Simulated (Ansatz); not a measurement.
# GaP: the cost of one run

Program: Ansatz 0.2.0. Level of theory: DFT PBE, scalar-relativistic, plane waves, PAW. These are calculated values, not measurements.

## 1. The system as given

It takes space group P-3m1 (No. 164, trigonal). Conventional cell: a = 3.391 Å, b = 3.391 Å, c = 5.649 Å, α = 90.00°, β = 90.00°, γ = 120.00°. Ga (site symmetry 3m) has 3 P at 2.23 Å and 3 Ga at 2.35 Å as nearest neighbours. P (site symmetry 3m) is surrounded by 3 Ga at 2.23 Å and 1 P at 2.23 Å.

As a file:

```xyz
4
Lattice="3.3906 0.0000 0.0000 -1.6953 2.9363 0.0000 0.0000 0.0000 5.6494" Properties=species:S:1:pos:R:3 pbc="T T T"
Ga    0.0000    1.9575    3.4722
Ga    1.6953    0.9788    2.1773
P     0.0000    0.0000    4.5340
P     0.0000    0.0000    1.1154
```

The cell is invented: 4-, 6-connected net, elements by coordination (P-3m1, No. 164). Its size is a rough estimate.

## 2. Probe: one point on a coarse mesh

File input.yaml:

```yaml
crystal:
  lattice:
    - [3.39056565, 0.0, 0.0]
    - [-1.69528282, 2.93631598, 0.0]
    - [0.0, 0.0, 5.6494366]
  atoms:
    - { symbol: Ga, position: [0.33333333, 0.66666667, 0.61460589] }
    - { symbol: Ga, position: [0.66666667, 0.33333333, 0.38539411] }
    - { symbol: P, position: [0.0, 0.0, 0.8025568] }
    - { symbol: P, position: [0.0, 0.0, 0.1974432] }
basis:
  ecutwfc: 420
kpoints:
  mp_grid: { grid: [6, 6, 4] }
hamiltonian:
  xc: pbe
scf:
  occupations: { method: gaussian, width: 0.1 }
  lower_state_search: "off"
output:
  forces: true
  stress: true
  eigenvalues: true
```

On the command line:

```console
$ ansatz run input.yaml --threads 1 --pin off --max-ram 2560MiB --backend cpu --events-out ev --progress --plain --runs-dir out
```

What time and memory should one allow on 1 thread of Intel Xeon Platinum 8488C (Sapphire Rapids), shared host?

About 2.5 s, with a peak of 0.39 GiB.
